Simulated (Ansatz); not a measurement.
**A homologous series of junctions, from (SiH2)2 chain with methyl sulfide ends, between Au (111) faces with adatoms**

Wanted: G and thermopower along the series, and a fit against length.

Calculated with Ansatz 0.2.0; DFT PBE, plane waves, PAW; relaxation of a junction, electrodes held but for their tips, in the first sound run; inputs show where later runs differ.

## 1. The starting structure

The cell holds 90 atoms: 74 Au, 2 S, 2 C, 2 Si and 10 H. Its edges and angles: a = 8.825 Å, b = 8.825 Å, c = 30.672 Å, α = 90.0°, β = 90.0°, γ = 60.0°. Electrodes: Au (111) 3x3 face with an adatom; the apex atoms were set 9.392 Å apart; the free molecule is CS[SiH2][SiH2]SC. Regions: lower lead, 37 atoms (37 Au); bridge, 16 atoms (2 S, 2 C, 2 Si and 10 H); upper lead, 37 atoms (37 Au). The structure is stacked along c, and the current runs across the ab planes.

## 2. Relaxation of the scattering region, 90 atoms, molecule oligosilane 2, methyl sulfide ends, units 2

The bridge and the electrodes' tips relax, while 72 atoms stay at the lead's spacing, so that the ends still repeat as a lead.

input.yaml reads:

```yaml
crystal:
  lattice:
    - [8.8246926292, 0.0, 0.0]
    - [4.4123463146, 7.6424079975, 0.0]
    - [0.0, 0.0, 30.6719129035]
  atoms:
    - { symbol: Au, position: [0.722222222, 0.722222222, 0.0] }
    - { symbol: Au, position: [0.722222222, 0.055555556, 0.0] }
    - { symbol: Au, position: [0.722222222, 0.388888889, 0.0] }
    - { symbol: Au, position: [0.055555556, 0.722222222, 0.0] }
    - { symbol: Au, position: [0.055555556, 0.055555556, 0.0] }
    - { symbol: Au, position: [0.055555556, 0.388888889, 0.0] }
    - { symbol: Au, position: [0.388888889, 0.722222222, 0.0] }
    - { symbol: Au, position: [0.388888889, 0.055555556, 0.0] }
    - { symbol: Au, position: [0.388888889, 0.388888889, 0.0] }
    - { symbol: Au, position: [0.833333333, 0.833333333, 0.078305423] }
    - { symbol: Au, position: [0.833333333, 0.166666667, 0.078305423] }
    - { symbol: Au, position: [0.833333333, 0.5, 0.078305423] }
    - { symbol: Au, position: [0.166666667, 0.833333333, 0.078305423] }
    - { symbol: Au, position: [0.166666667, 0.166666667, 0.078305423] }
    - { symbol: Au, position: [0.166666667, 0.5, 0.078305423] }
    - { symbol: Au, position: [0.5, 0.833333333, 0.078305423] }
    - { symbol: Au, position: [0.5, 0.166666667, 0.078305423] }
    - { symbol: Au, position: [0.5, 0.5, 0.078305423] }
    - { symbol: Au, position: [0.944444444, 0.944444444, 0.156610846] }
    - { symbol: Au, position: [0.944444444, 0.277777778, 0.156610846] }
    - { symbol: Au, position: [0.944444444, 0.611111111, 0.156610846] }
    - { symbol: Au, position: [0.277777778, 0.944444444, 0.156610846] }
    - { symbol: Au, position: [0.277777778, 0.277777778, 0.156610846] }
    - { symbol: Au, position: [0.277777778, 0.611111111, 0.156610846] }
    - { symbol: Au, position: [0.611111111, 0.944444444, 0.156610846] }
    - { symbol: Au, position: [0.611111111, 0.277777778, 0.156610846] }
    - { symbol: Au, position: [0.611111111, 0.611111111, 0.156610846] }
    - { symbol: Au, position: [0.055555556, 0.055555556, 0.23491627] }
    - { symbol: Au, position: [0.055555556, 0.388888889, 0.23491627] }
    - { symbol: Au, position: [0.055555556, 0.722222222, 0.23491627] }
    - { symbol: Au, position: [0.388888889, 0.055555556, 0.23491627] }
    - { symbol: Au, position: [0.388888889, 0.388888889, 0.23491627] }
    - { symbol: Au, position: [0.388888889, 0.722222222, 0.23491627] }
    - { symbol: Au, position: [0.722222222, 0.055555556, 0.23491627] }
    - { symbol: Au, position: [0.722222222, 0.388888889, 0.23491627] }
    - { symbol: Au, position: [0.722222222, 0.722222222, 0.23491627] }
    - { symbol: Au, position: [0.5, 0.5, 0.307740313] }
    - { symbol: S, position: [0.387134616, 0.473029781, 0.377073748] }
    - { symbol: C, position: [0.434630863, 0.249153964, 0.380375386] }
    - { symbol: Si, position: [0.554989375, 0.487917798, 0.425876772] }
    - { symbol: Si, position: [0.457093165, 0.487917774, 0.495817814] }
    - { symbol: S, position: [0.639835795, 0.473029714, 0.544620854] }
    - { symbol: C, position: [0.816215411, 0.249153833, 0.541319244] }
    - { symbol: H, position: [0.572980173, 0.158369557, 0.373708685] }
    - { symbol: H, position: [0.35660277, 0.227887459, 0.356041009] }
    - { symbol: H, position: [0.401259172, 0.221205955, 0.412577327] }
    - { symbol: H, position: [0.565788096, 0.648131162, 0.417388529] }
    - { symbol: H, position: [0.731870034, 0.332292751, 0.419572572] }
    - { symbol: H, position: [0.435838337, 0.332292086, 0.502121989] }
    - { symbol: H, position: [0.286080687, 0.648130948, 0.504306003] }
    - { symbol: H, position: [0.768650555, 0.158369419, 0.547985929] }
    - { symbol: H, position: [0.915509918, 0.227887673, 0.565653636] }
    - { symbol: H, position: [0.877535143, 0.221205835, 0.509117331] }
    - { symbol: Au, position: [0.5, 0.5, 0.613954264] }
    - { symbol: Au, position: [0.277777778, 0.277777778, 0.686778307] }
    - { symbol: Au, position: [0.277777778, 0.611111111, 0.686778307] }
    - { symbol: Au, position: [0.277777778, 0.944444444, 0.686778307] }
    - { symbol: Au, position: [0.611111111, 0.277777778, 0.686778307] }
    - { symbol: Au, position: [0.611111111, 0.611111111, 0.686778307] }
    - { symbol: Au, position: [0.611111111, 0.944444444, 0.686778307] }
    - { symbol: Au, position: [0.944444444, 0.277777778, 0.686778307] }
    - { symbol: Au, position: [0.944444444, 0.611111111, 0.686778307] }
    - { symbol: Au, position: [0.944444444, 0.944444444, 0.686778307] }
    - { symbol: Au, position: [0.388888889, 0.388888889, 0.76508373] }
    - { symbol: Au, position: [0.388888889, 0.722222222, 0.76508373] }
    - { symbol: Au, position: [0.388888889, 0.055555556, 0.76508373] }
    - { symbol: Au, position: [0.722222222, 0.388888889, 0.76508373] }
    - { symbol: Au, position: [0.722222222, 0.722222222, 0.76508373] }
    - { symbol: Au, position: [0.722222222, 0.055555556, 0.76508373] }
    - { symbol: Au, position: [0.055555556, 0.388888889, 0.76508373] }
    - { symbol: Au, position: [0.055555556, 0.722222222, 0.76508373] }
    - { symbol: Au, position: [0.055555556, 0.055555556, 0.76508373] }
    - { symbol: Au, position: [0.5, 0.5, 0.843389154] }
    - { symbol: Au, position: [0.5, 0.833333333, 0.843389154] }
    - { symbol: Au, position: [0.5, 0.166666667, 0.843389154] }
    - { symbol: Au, position: [0.833333333, 0.5, 0.843389154] }
    - { symbol: Au, position: [0.833333333, 0.833333333, 0.843389154] }
    - { symbol: Au, position: [0.833333333, 0.166666667, 0.843389154] }
    - { symbol: Au, position: [0.166666667, 0.5, 0.843389154] }
    - { symbol: Au, position: [0.166666667, 0.833333333, 0.843389154] }
    - { symbol: Au, position: [0.166666667, 0.166666667, 0.843389154] }
    - { symbol: Au, position: [0.611111111, 0.611111111, 0.921694577] }
    - { symbol: Au, position: [0.611111111, 0.944444444, 0.921694577] }
    - { symbol: Au, position: [0.611111111, 0.277777778, 0.921694577] }
    - { symbol: Au, position: [0.944444444, 0.611111111, 0.921694577] }
    - { symbol: Au, position: [0.944444444, 0.944444444, 0.921694577] }
    - { symbol: Au, position: [0.944444444, 0.277777778, 0.921694577] }
    - { symbol: Au, position: [0.277777778, 0.611111111, 0.921694577] }
    - { symbol: Au, position: [0.277777778, 0.944444444, 0.921694577] }
    - { symbol: Au, position: [0.277777778, 0.277777778, 0.921694577] }
kpoints:
  mp_grid: { grid: [2, 2, 1] }
scf:
  occupations: { method: fermi_dirac, width: 0.1 }
hamiltonian:
  xc: pbe
relax:
  constraints:
    - { sites: [0, 1, 2, 3, 4, 5, 6, 7, 8, 9, 10, 11, 12, 13, 14, 15, 16, 17, 18, 19, 20, 21, 22, 23, 24, 25, 26, 27, 28, 29, 30, 31, 32, 33, 34, 35, 54, 55, 56, 57, 58, 59, 60, 61, 62, 63, 64, 65, 66, 67, 68, 69, 70, 71, 72, 73, 74, 75, 76, 77, 78, 79, 80, 81, 82, 83, 84, 85, 86, 87, 88, 89] }
  f_tol: 0.05
  max_steps: 35
```

Started as:

```console
$ ansatz run input.yaml --threads 16 --pin off --max-ram 61440MiB --backend cuda --events-out ev --progress --plain --runs-dir out --max-vram 78GiB
```

Numbers of over 12 decimals in the logs are rounded to 6 here.

The log of the run:

```text
Engine: ansatz 0.2.0, aarch64-unknown-linux-gnu
Pseudopotentials: kind: paw
Pseudopotential: Au, paw, valence charge 19, recommended cutoff 420 eV (normal), Au.paw.azcp
Pseudopotential: S, paw, valence charge 6, recommended cutoff 420 eV (normal), S.paw.azcp
Pseudopotential: C, paw, valence charge 4, recommended cutoff 420 eV (normal), C.paw.azcp
Pseudopotential: Si, paw, valence charge 4, recommended cutoff 420 eV (normal), Si.paw.azcp
Pseudopotential: H, paw, valence charge 1, recommended cutoff 420 eV (normal), H.paw.azcp
Functional definition: PBE
  parameter kappa = 0.804
  parameter beta = 0.066725
  exchange = pbe_x(kappa = kappa, mu = beta*pi^2/3)
  correlation = pbe_c(beta = beta)
[...]
Crystal: 90 atoms, lattice volume = 2068.572 Å³
Basis set: ecut = 420 eV, 40501 PW (Γ), exchange–correlation on 120×120×432 points (8 copies of the dense FFT grid, shifted against one another)
Bands: 867, of which v1, the nominal top of the filled ones, is band 722 counted from 1 (721 counted from 0)
Symmetry: 1 space group operations
Space group: P1 (ITA 1), of the structure as read, at distance tolerance 1.3e-4 Å
k-points: 4
Non-local potential: Au, projectors of the file, l = 0: 3, l = 1: 2, l = 2: 2, l = 3: 1
Non-local potential: S, projectors of the file, l = 0: 2, l = 1: 2, l = 2: 2
Non-local potential: C, projectors of the file, l = 0: 2, l = 1: 2, l = 2: 1
Non-local potential: Si, projectors of the file, l = 0: 2, l = 1: 2, l = 2: 2
Non-local potential: H, projectors of the file, l = 0: 2, l = 1: 1
PAW form: soft (Blöchl's): semilocal exchange-correlation on the pseudo side does not see the compensation charge
PAW one-centre angular grid: Au, 590 points (default); XC on 64 Gauss nodes
PAW one-centre angular grid: S, 110 points (default); XC on 64 Gauss nodes
PAW one-centre angular grid: C, 110 points (default); XC on 64 Gauss nodes
PAW one-centre angular grid: Si, 110 points (default); XC on 64 Gauss nodes
PAW one-centre angular grid: H, 110 points (default); XC on 64 Gauss nodes
Initial density: superposition of atomic densities (neutral atoms: chi_scale 0, normalization atom), corrected by the library's trained network
Initial wavefunctions: pseudopotential atomic-orbital guess
[...]
Functional: x = pbe(κ = 0.804, μ = 0.219515), c = pbe(β = 0.066725)
SCF iter   1: F=—  HF=-976780.553508 eV  |F-HF|=—  |Δ(HF+E_count)|=         —  Δρ=3.50e-3  dr2=6.41e0  ethr=1.77e-3  ⟨swp⟩=6.0  Hψ=13492  notcnv=0  defer=28
preconditioner: auto → LDOS  [metal: Δε(μ)=0.121 eV  Ē_g=8.912 eV  σ=0.100 eV  W_gap=0.29  n_scr=600 (ndim 8)  ℏωp=23.8 eV  f_vac=0.274  D(μ)=39.38/eV (n_scr^D=240)  β→1.0]
SCF iter   2: F=—  HF=-976780.387217 eV  |F-HF|=—  |Δ(HF+E_count)|=   1.66e-1  Δρ=2.53e-3  dr2=4.23e-1  ethr=4.44e-4  ⟨swp⟩=2.0  Hψ=4099  notcnv=0  defer=368
[...]
SCF iter   7: F=-976780.309657 eV  HF=-976780.309681 eV  |F-HF|=2.30e-5  |Δ(HF+E_count)|=   1.58e-5  Δρ=1.78e-5  dr2=2.56e-5  ethr=4.33e-9  ⟨swp⟩=3.0  Hψ=9842  notcnv=0
SCF 1 converged in 7 iterations: F = -976780.309657 eV  dr2 = 2.56e-5
  greatest PAW one-centre occupation: 1.000 electrons in one spin orbital (limit 2), on the Au atom at site 55 (counted from 0), in its partial waves of l = 0
relax step   1: F+E_penalty+E_count = -976780.30965747 eV  Δ(F+E_penalty+E_count) = +0.000e0 eV  max|allowed force component| = 6.580e-1 eV/Å  Δτ_max = 0.0000 Å  (7 SCF iters, dr2 threshold 6.25e-5 eV, accepted)
[...]
preconditioner: auto → LDOS  [metal: Δε(μ)=0.108 eV  Ē_g=8.831 eV  σ=0.100 eV  W_gap=0.26  n_scr=600 (ndim 8)  ℏωp=23.8 eV  f_vac=0.274  D(μ)=37.75/eV (n_scr^D=214)  β→1.0]
[...]
SCF 2 converged in 6 iterations: F = -976780.371534 eV  dr2 = 3.78e-6
relax step   2: F+E_penalty+E_count = -976780.37153420 eV  Δ(F+E_penalty+E_count) = -6.188e-2 eV  max|allowed force component| = 4.331e-1 eV/Å  Δτ_max = 0.1753 Å  (6 SCF iters, dr2 threshold 2.71e-5 eV, accepted)
[...]
SCF 3 converged in 6 iterations: F = -976780.430735 eV  dr2 = 1.72e-6
relax step   3: F+E_penalty+E_count = -976780.43073507 eV  Δ(F+E_penalty+E_count) = -5.920e-2 eV  max|allowed force component| = 2.351e-1 eV/Å  Δτ_max = 0.0770 Å  (6 SCF iters, dr2 threshold 1.17e-5 eV, accepted)
[...]
SCF 4 converged in 5 iterations: F = -976780.438045 eV  dr2 = 1.14e-6
[...]
SCF 5 converged in 6 iterations: F = -976780.445021 eV  dr2 = 1.05e-6
[...]
SCF 6 converged in 7 iterations: F = -976780.447148 eV  dr2 = 3.58e-8
[...]
SCF 7 converged in 8 iterations: F = -976780.449555 eV  dr2 = 1.22e-8
[...]
SCF 8 converged in 8 iterations: F = -976780.451308 eV  dr2 = 1.20e-8
[...]
SCF 9 converged in 6 iterations: F = -976780.452483 eV  dr2 = 4.27e-7
[...]
SCF 10 converged in 3 iterations: F = -976780.452483 eV  dr2 = 4.37e-8
[...]
SCF 11 converged in 7 iterations: F = -976780.452972 eV  dr2 = 3.75e-8
[...]
SCF converged after 7 iterations
[...]
- { symbol: Au, position: [0.055556, 0.388889, 0.23491627] }
    - { symbol: Au, position: [0.055556, 0.722222, 0.23491627] }
    - { symbol: Au, position: [0.388888889, 0.055555556, 0.23491627] }
    - { symbol: Au, position: [0.388888889, 0.388889, 0.23491627] }
    - { symbol: Au, position: [0.388889, 0.722222, 0.23491627] }
    - { symbol: Au, position: [0.722222, 0.055555556, 0.23491627] }
    - { symbol: Au, position: [0.722222, 0.388889, 0.23491627] }
    - { symbol: Au, position: [0.722222, 0.722222, 0.23491627] }
    - { symbol: Au, position: [0.503689, 0.499566, 0.305955] }
    - { symbol: S, position: [0.409794, 0.463545, 0.376314] }
    - { symbol: C, position: [0.440097, 0.242062, 0.374207] }
    - { symbol: Si, position: [0.596529, 0.433375, 0.427116] }
    - { symbol: Si, position: [0.476998, 0.435463, 0.495888] }
    - { symbol: S, position: [0.637444, 0.454610, 0.547390] }
    - { symbol: C, position: [0.817695, 0.227594, 0.551125] }
    - { symbol: H, position: [0.577090, 0.145129, 0.367682] }
    - { symbol: H, position: [0.358621, 0.242863, 0.347101] }
    - { symbol: H, position: [0.395392, 0.214101, 0.404897] }
    - { symbol: H, position: [0.611969, 0.593729, 0.423174] }
    - { symbol: H, position: [0.768995, 0.272917, 0.418429] }
    - { symbol: H, position: [0.457489, 0.278792, 0.503574] }
    - { symbol: H, position: [0.304274, 0.599574, 0.499661] }
    - { symbol: H, position: [0.767540, 0.138370, 0.557062] }
    - { symbol: H, position: [0.896821, 0.224022, 0.579109] }
    - { symbol: H, position: [0.895829, 0.193035, 0.521205] }
    - { symbol: Au, position: [0.489345, 0.507172, 0.615765] }
    - { symbol: Au, position: [0.277777778, 0.277778, 0.686778307] }
    - { symbol: Au, position: [0.277777778, 0.611111, 0.686778307] }
    - { symbol: Au, position: [0.277778, 0.944444, 0.686778307] }
    - { symbol: Au, position: [0.611111111, 0.277778, 0.686778307] }
    - { symbol: Au, position: [0.611111111, 0.611111, 0.686778307] }
    - { symbol: Au, position: [0.611111111, 0.944444, 0.686778307] }
    - { symbol: Au, position: [0.944444, 0.277778, 0.686778307] }
    - { symbol: Au, position: [0.944444, 0.611111, 0.686778307] }
    - { symbol: Au, position: [0.944444, 0.944444, 0.686778307] }
    - { symbol: Au, position: [0.388888889, 0.388889, 0.76508373] }
    - { symbol: Au, position: [0.388889, 0.722222, 0.76508373] }
    - { symbol: Au, position: [0.388888889, 0.055555556, 0.76508373] }
    - { symbol: Au, position: [0.722222, 0.388889, 0.76508373] }
    - { symbol: Au, position: [0.722222, 0.722222, 0.76508373] }
    - { symbol: Au, position: [0.722222, 0.055555556, 0.76508373] }
    - { symbol: Au, position: [0.055556, 0.388889, 0.76508373] }
    - { symbol: Au, position: [0.055556, 0.722222, 0.76508373] }
    - { symbol: Au, position: [0.055556, 0.055555556, 0.76508373] }
    - { symbol: Au, position: [0.5, 0.5, 0.843389] }
    - { symbol: Au, position: [0.500000, 0.833333, 0.843389] }
    - { symbol: Au, position: [0.5, 0.166667, 0.843389] }
    - { symbol: Au, position: [0.833333, 0.5, 0.843389] }
    - { symbol: Au, position: [0.833333, 0.833333, 0.843389] }
    - { symbol: Au, position: [0.833333, 0.166667, 0.843389] }
    - { symbol: Au, position: [0.166666667, 0.5, 0.843389] }
    - { symbol: Au, position: [0.166666667, 0.833333, 0.843389] }
    - { symbol: Au, position: [0.166666667, 0.166667, 0.843389] }
    - { symbol: Au, position: [0.611111111, 0.611111, 0.921695] }
    - { symbol: Au, position: [0.611111111, 0.944444, 0.921695] }
    - { symbol: Au, position: [0.611111111, 0.277778, 0.921695] }
    - { symbol: Au, position: [0.944444, 0.611111, 0.921695] }
    - { symbol: Au, position: [0.944444, 0.944444, 0.921695] }
    - { symbol: Au, position: [0.944444, 0.277778, 0.921695] }
    - { symbol: Au, position: [0.277777778, 0.611111, 0.921695] }
    - { symbol: Au, position: [0.277778, 0.944444, 0.921695] }
    - { symbol: Au, position: [0.277777778, 0.277778, 0.921695] }
```

Wall time 20 s (1 × NVIDIA GB200 with 16 threads of Arm Neoverse V2, shared host); peak memory 1.9 GiB; 61 s of CPU time.

Step by step:

```tsv
step	energy less that of the first step (eV)	largest force component (eV/Å)
1	0.0000	0.6580
2	-0.0619	0.4331
3	-0.1211	0.2351
4	-0.1284	0.1294
5	-0.1354	0.0568
6	-0.1375	0.0248
7	-0.1399	0.0471
8	-0.1417	0.0504
9	-0.1428	0.0368
10	-0.1428	0.0369
11	-0.1433	0.0444
```

The atoms that moved most (Å):

```tsv
atom	dx	dy	dz	length
H47	0.167	-0.416	0.177	0.482
H48	0.066	-0.454	-0.035	0.460
H52	-0.182	-0.030	0.413	0.452
Si40	0.126	-0.417	0.038	0.437
H53	0.037	-0.215	0.371	0.430
H49	-0.045	-0.409	0.045	0.414
Si41	-0.056	-0.401	0.002	0.405
H50	-0.054	-0.371	-0.142	0.401
```

Numbers from this step:

* energy at zero smearing: -976779.8487 eV

The largest force component on a free atom ends at 0.044 eV/Å, under the limit of 0.05. The apex atoms end 9.50 Å apart, and their nearest bridge atoms lie at 2.39 Å (Au–S) and 2.39 Å (Au–S).

(Part 1 of 4 ends here.)

[Logs are printed without paths, hosts, clocks, repeated set-up lines and the standing remarks that a program may print on its own settings, such as how far it seeks lower states.]

[Hosts, paths, dates, database ids (printed as entryN), source tags and the programs' standing remarks are cut or masked in the printed files.]
